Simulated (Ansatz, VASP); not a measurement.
## Ta in VASP and in Ansatz

```xyz
2
Lattice="2.8809 0.0000 0.0000 -1.4405 2.4949 0.0000 0.0000 0.0000 5.1316" Properties=species:S:1:pos:R:3 pbc="T T T"
Ta    0.0000    1.6633    1.2829
Ta    1.4405    0.8316    3.8487
```

This isn't the form of Ta at room conditions, which is bcc.

Alike in both runs: task single point; functional PBE; k mesh 11 × 11 × 5; occupations fermi-dirac, width 0.05 eV; no spin polarisation.

|  | VASP | Ansatz |
| --- | --- | --- |
| version | VASP 6.6.1 | Ansatz 0.2.0 |
| potentials or method | VASP PAW PBE potentials, release 64 (Ta_pv) | Ansatz PAW |
| plane-wave cutoff (eV) | 520 | 420 |
| valence electrons in the cell | 22 | 26 |

Ansatz gave:

- gap on the k mesh at the Fermi level (eV): none
- pressure (GPa): 2.9
- largest component of the traceless stress (GPa): 0.41

Problem. What did VASP give for the same quantities?

Solution. gap on the k mesh at the Fermi level (eV): none; pressure (GPa): 3.0; largest component of the traceless stress (GPa): 0.41.

A gap of «none» marks a metal or a gap that the smearing closes. The two sets of potentials don't hold the same shells in valence.

The runs have no spin-orbit coupling, so splittings on Ta are missing.
